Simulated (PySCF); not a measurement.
These compounds are isomers of formula C4H6O.

A. `O(C#C)CC`
B. `C=CC(C)=O`
C. cyclobutanone (C1CC(=O)C1)

Spectrum 1. 13C{1H} NMR (computed): δ 201.6 (C), 147.0 (CH), 135.8 (CH2), 26.7 (CH3).

Spectrum 2. 13C{1H} NMR (computed): δ 94.1 (C), 72.8 (CH2), 32.4 (CH), 15.8 (CH3).

Spectrum 3. 13C{1H} NMR (computed): δ 213.8 (C), 48.6 (CH2), 10.1 (CH2).

- σ from GIAO-PBE0/pcSseg-1
- GFN2-xTB structure
- J: B3LYP/pcJ-1 (spin–dipole term left out of most H,H and C,H couplings)
- run in PySCF
- non-relativistic Hamiltonian, one conformer, no solvent model, averaged over atoms made equivalent by symmetry, fast rotation or ring inversion

Shifts are taken against calculated references (same method and geometry level): TMS for 13C. Shifts are as computed. Against solution values, carbons near 30 ppm lie about +3 ppm off and those near 130 ppm about +5 ppm. Of 1211 compounds with measured shifts, 218 miss one by over three times the rms of a fit or turn the order of signals round; such compounds aren't used in these exercises.

Which spectrum belongs to which compound?

Answers

1–B, 2–A, 3–C.

- Spectrum 1 (B): 4 13C signals; δC 201.6 is a ketone carbonyl carbon; δC 147.0 is an α carbon of a C=C–C=O unit.
- Spectrum 2 (A): 4 13C signals; δC 94.1 is an alkyne carbon; δC 72.8 is an sp3 CH2 bonded to O.
- Spectrum 3 (C): 3 13C signals; δC 213.8 is a ketone carbonyl carbon; δC 48.6 is an sp3 CH2 α to a carbonyl.
